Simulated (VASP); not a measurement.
# InSe: what each functional gives, and what it costs, part 2 of 2

Aim: the band gap of InSe at many levels of theory on one cell, with the cost of each. LASPH is on for some levels and off for others; the table marks which. The start is a cell from a database of measured crystal structures.

VASP 6.6.1, plane waves and PAW; the level of theory is named at each step.

So far, least gap on mesh and path (eV): step 2 (bands, level LDA) 0.180; step 3 (bands, level PBEsol) 0.276; step 4 (bands, level r2SCAN) 0.805; step 5 (bands, level TB-mBJ) 1.30; step 6 (bands, level SCAN) 0.671.

## (7) Starting orbitals for the hybrid

This step: PBEsol; plane waves and PAW (In_d, Se) (VASP 6.6.1).

A hybrid converges badly from random orbitals, so a cheap semilocal run writes a WAVECAR on the same mesh first.

File INCAR:

```
SYSTEM = InSe
PREC = Accurate
ENCUT = 400
EDIFF = 1E-05
NELM = 100
ISMEAR = 0
SIGMA = 0.02
LREAL = .FALSE.
ALGO = Normal
GGA = PS
NBANDS = 25
LORBIT = 11
LWAVE = .TRUE.
LCHARG = .FALSE.
KPAR = 8
```

File POSCAR:

```
InSe
1.0
    2.0000000000      1.1547005384      8.3166666667
   -2.0000000000      1.1547005384      8.3166666667
    0.0000000000     -2.3094010768      8.3166666667
In Se
2 2
Direct
    0.0000000000      0.0000000000      0.0000000000
    0.1122000000      0.1122000000      0.1122000000
    0.6155000000      0.6155000000      0.6155000000
    0.8300000000      0.8300000000      0.8300000000
```

File KPOINTS:

```
Automatic mesh
0
Gamma
4 4 4
0 0 0
```

The projector-augmented-wave data sets are In_d and Se (PBE family, release 64).

On the command line:

```bash
$ mpirun -np 8 vasp_std
```

The job ended after 30 s (8 MPI ranks of AMD EPYC 7R43, shared host; peak memory 3 GiB).

The gap is read on the k-mesh alone, so it is an upper bound where the band edges lie off the mesh.

This step gave:

```
SCF cycles                     : 12
bands                          : 25
free energy (TOTEN)            : -15.51 eV
Fermi energy                   : 4.269 eV
pressure                       : 0.5329 GPa
gap on the k-mesh              : 0.2754 eV
least direct gap on the k-mesh : 0.2754 eV
```

Force by atom:

| atom | x (eV/Å) | y (eV/Å) | z (eV/Å) | size |
| --- | --- | --- | --- | --- |
| In1 | 0.000 | 0.000 | 0.162 | 0.162 |
| In2 | 0.000 | 0.000 | -0.160 | 0.160 |
| Se3 | 0.000 | 0.000 | -0.036 | 0.036 |
| Se4 | 0.000 | 0.000 | 0.034 | 0.034 |

## (8) Bands with HSE06

This step: HSE06; plane waves and PAW (In_d, Se) (VASP 6.6.1).

HSE06 mixes in a quarter of exact exchange at short range, at far higher cost; in semiconductors this cures much of the gap error, while metals seldom gain.

File INCAR:

```
SYSTEM = InSe
PREC = Accurate
ENCUT = 400
EDIFF = 1E-06
NELM = 100
ISMEAR = 0
SIGMA = 0.02
LREAL = .FALSE.
ALGO = Normal
LHFCALC = .TRUE.
AEXX = 0.25
GGA = PE
HFSCREEN = 0.2
LASPH = .TRUE.
NBANDS = 25
PRECFOCK = Fast
LORBIT = 11
LWAVE = .FALSE.
LCHARG = .FALSE.
KPAR = 8
```

POSCAR is that of step 7.

KPOINTS is that of step 7.

File KPOINTS_OPT:

```
Line mode
6
Line-mode
Reciprocal
  0.00000000   0.00000000   0.00000000 GAMMA
  0.50000000   0.00000000   0.00000000 L

  0.50000000   0.00000000   0.00000000 L
  0.50000000   0.17951802  -0.17951802 B1

  0.82048198   0.50000000   0.17951802 B
  0.50000000   0.50000000   0.50000000 Z

  0.50000000   0.50000000   0.50000000 Z
  0.00000000   0.00000000   0.00000000 GAMMA

  0.00000000   0.00000000   0.00000000 GAMMA
  0.33975901   0.00000000  -0.33975901 X

  0.66024099   0.33975901   0.00000000 Q
  0.50000000   0.50000000   0.00000000 F

  0.50000000   0.50000000   0.00000000 F
  0.66024099   0.66024099   0.17951802 P1

  0.66024099   0.66024099   0.17951802 P1
  0.50000000   0.50000000   0.50000000 Z

  0.50000000   0.00000000   0.00000000 L
  0.82048198   0.33975901   0.33975901 P
```

The WAVECAR or CHGCAR of an earlier step is read.

On the command line:

```bash
$ mpirun -np 8 vasp_std
```

It took 81 min on 8 MPI ranks.

The run was cut off at its time limit.

More ranks or a longer limit would be the way on.

## (9) Dielectric constant for the exchange share

This step: PBEsol; plane waves and PAW (In_d, Se) (VASP 6.6.1).

A dielectric-dependent hybrid needs the dielectric constant, which this PBEsol response run is meant to supply.

File INCAR:

```
SYSTEM = InSe
PREC = Accurate
ENCUT = 400
EDIFF = 1E-08
NELM = 100
ISMEAR = 0
SIGMA = 0.01
LREAL = .FALSE.
ALGO = Normal
GGA = PS
NBANDS = 25
LORBIT = 11
LWAVE = .FALSE.
LCHARG = .FALSE.
KPAR = 8
LEPSILON = .TRUE.
```

POSCAR is that of step 8.

File KPOINTS:

```
Automatic mesh
0
Gamma
12 12 12
0 0 0
```

On the command line:

```bash
$ mpirun -np 8 vasp_std
```

The job ended after 11 min (8 MPI ranks).

The run was cut off at its time limit.

More ranks or a longer limit would be the way on.

## (10) Bands with HSE03

This step: HSE03; plane waves and PAW (In_d, Se) (VASP 6.6.1).

HSE03, as typed here, screens exact exchange more strongly than HSE06 (HFSCREEN 0.3 against 0.2).

File INCAR:

```
SYSTEM = InSe
PREC = Accurate
ENCUT = 400
EDIFF = 1E-06
NELM = 100
ISMEAR = 0
SIGMA = 0.02
LREAL = .FALSE.
ALGO = Normal
LHFCALC = .TRUE.
AEXX = 0.25
GGA = PE
HFSCREEN = 0.3
LASPH = .TRUE.
NBANDS = 25
PRECFOCK = Fast
LORBIT = 11
LWAVE = .FALSE.
LCHARG = .FALSE.
KPAR = 8
```

POSCAR is that of step 9.

File KPOINTS:

```
Automatic mesh
0
Gamma
4 4 4
0 0 0
```

KPOINTS_OPT is that of step 8.

On the command line:

```bash
$ mpirun -np 8 vasp_std
```

Wall time 81 min (8 MPI ranks).

The run was cut off at its time limit.

More ranks or a longer limit would be the way on.

## (11) The ladder as a table

This step: ladder of functionals on one cell; plane waves and PAW (VASP 6.6.1).

This step runs nothing: it gathers the runs above.

A gap of 0 means none; cost is the wall time of each run, as given at its step, times its ranks, without the set-up around it; LASPH differs between rows, which moves results and costs too. Results by level, by row:

| level | gap (eV) | least direct gap (eV) | pressure (GPa) | cost (core minutes) | LASPH |
| --- | --- | --- | --- | --- | --- |
| LDA | 0.18 | 0.18 | -1.02 | 24 | off |
| PBEsol | 0.276 | 0.276 | 0.5 | 26 | off |
| r2SCAN | 0.805 | 0.805 | 1.43 | 97.1 | on |
| TB-mBJ | 1.297 | 1.297 | - | 81.1 | on |
| SCAN | 0.671 | 0.671 | 0.85 | 113 | on |

## (12) What came out

```yaml
gap_lda: 0.180 eV
gap_pbesol: 0.276 eV
gap_r2scan: 0.805 eV
gap_tb_mbj: 1.30 eV
gap_scan: 0.671 eV
```

What this shows: For InSe the functional decides between a gap of 0.180 eV (LDA) and 1.30 eV (TB-mBJ), while across these levels the cost spans a factor of 4.7. All levels use one geometry and one mesh, kept coarse to afford the hybrids, so no gap here is fully converged. Costs come from a shared host. Not obtained: HSE06, because the run hit its time limit. Not obtained: the dielectric constant with PBEsol, because the run hit its time limit. Not obtained: HSE03, because the run hit its time limit. Spin-orbit coupling is left out, and with elements this heavy it would split and shift bands near the edges, and it can change the kind of a small gap. These are single-particle gaps of a static lattice, without excitons or temperature. LASPH is on for some levels and off for others, so differences between them are not the functional's alone.

[Lines on the potential files, build, host, timing and source positions are cut from VASP's logs without a mark.]

[Logs are printed without paths, hosts, clocks, repeated set-up lines and the standing remarks that a program may print on its own settings, such as how far it seeks lower states.]

[Hosts, paths, dates, database ids (printed as entryN), source tags and the programs' standing remarks are cut or masked in the printed files.]

[A measured line is paired with the nearest computed mode of its activity, which favours agreement.]
